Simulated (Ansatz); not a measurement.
The system is PbS (Galena).

```
Pb S
1.0
     0.00000    2.96575    2.96575
     2.96575    0.00000    2.96575
     2.96575    2.96575    0.00000
Pb S
1 1
Cartesian
  0.0000 0.0000 0.0000
  2.9657 2.9657 2.9657
```

| Quantity | Value |
| --- | --- |
| Program | Ansatz 0.2.0 |
| Task | relaxation of cell and atoms |
| Functional | LDA |
| Potentials or basis | all-electron LAPW, scalar-relativistic |
| Basis error allowed | 0.001 eV/atom |
| k mesh | 8 × 8 × 8 |
| Occupations | fermi-dirac, width 0.05 eV |
| Spin | no spin polarisation |

At the start: volume 26.09 Å³/atom.

**Question.** Where does the relaxation end?

**Answer.** Over 5 steps the energy falls by 9.5 meV/atom and the volume is 24.95 Å³/atom (-4.4 %); space group Fm-3m (No. 225, to 0.05 Å).

The path:
| step | energy change (eV) | largest force (eV/Å) | volume (Å³) |
| --- | --- | --- | --- |
| 1 | 0.0000 | 0.0000 | 52.17 |
| 2 | -0.0115 | 0.0000 | 48.55 |
| 3 | -0.0190 | 0.0000 | 49.99 |
| 4 | -0.0191 | 0.0000 | 49.90 |
| 5 | -0.0191 | 0.0000 | 49.90 |

Final structure:
```yaml
crystal:
  lattice:
    - [0.00000, 2.92210, 2.92210]
    - [2.92210, 0.00000, 2.92210]
    - [2.92210, 2.92210, 0.00000]
  atoms:
    - { symbol: Pb, position: [0.00000, 0.00000, 0.00000] }
    - { symbol: S, position: [0.50000, 0.50000, 0.50000] }
```
